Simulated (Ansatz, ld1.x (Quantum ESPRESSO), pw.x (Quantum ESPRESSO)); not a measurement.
**Equation-of-state test of one TM potential (Te (Z = 52))**

ld1.x (Quantum ESPRESSO) 7.5 input, shortened:

```
&input
   title='Te', zed=52., rel=1, dft='PBE', iswitch=3,
   config='[Kr] 4d10 5s1.5 5p4.5 5d-2'
 /
 &inputp
   pseudotype=2, tm=.true., lloc=0,
   nlcc=.true., rcore=0.75
 /
3
5P  2  1   4.50   0.00  2.35  2.35  0.0
5D  3  2  -2.00   0.45  2.35  2.35  0.0
5S  1  0   1.50   0.00  1.50  1.50  0.0
 &test
   configts(1)='5s1.5 5p4.5'
 /
```

Atomic tests: cutoffs needed: 40 Ry and 100 Ry (the cutoffs (Ry, on a coarse ladder) from which the occupation-weighted sum of valence levels, in a spherical-Bessel basis at the reference potential, stays within 10 and 1 mRy of its value at 400 Ry); ghost test: no extra level below or beside the all-electron valence levels (p, d, s, f tested) (spherical-Bessel basis up to 400 Ry, 20 bohr box); largest excitation error: -34 meV (all-electron minus pseudo) for 5s0 5p6, out of 7 test configurations.

Crystal test: bcc Te in pw.x 7.5, no spin, 12³ k-points, Fermi–Dirac smearing 0.01 Ry, cutoffs 120/480 Ry. The reference is all-electron LAPW (Ansatz 0.2.0) with the same functional, mesh and smearing; V0 and B0 come from Birch–Murnaghan fits to the pressures at five volumes. Errors are pseudo minus all-electron; Δ is the rms difference of the E(V) curves that follow from these fits, minima aligned, over ±6 % about the mean V0. Mesh and smearing are coarse, so the numbers serve the comparison and aren't converged zero-temperature values; the lattice is a test structure that the element need not adopt.

```tsv
V (Å³/atom)	P all-electron (GPa)	P pseudo (GPa)
26.952	3.29	2.89
27.662	1.60	1.22
28.371	0.14	-0.23
29.080	-1.11	-1.47
29.790	-2.19	-2.53
```

All-electron: a0 = 3.846 Å (V0 = 28.45 Å³/atom), B0 = 53.4 GPa.

Pseudopotential: mean pressure error (GPa): -0.37; a0 (Å): 3.837; a0 error (%): -0.23; B0 error (%): +2.2; Δ (meV/atom): 2.3.

Question: At the middle volume, how do free energy and pressure move when the wave cutoff is lowered (ecutrho kept at four times it)?

Answer:

```
cutoff (Ry)  shift of F (meV/atom)  shift of P (GPa)
         54                  +61.3             -0.94
         72                  +23.4             -0.16
         96                  +10.0             +0.01
```

The run at the middle volume (72 k-points, 6 iterations) took about 20 s on one core of a shared host (Intel(R) Xeon(R) 6975P-C, 192 threads, 378 GiB, load 63).
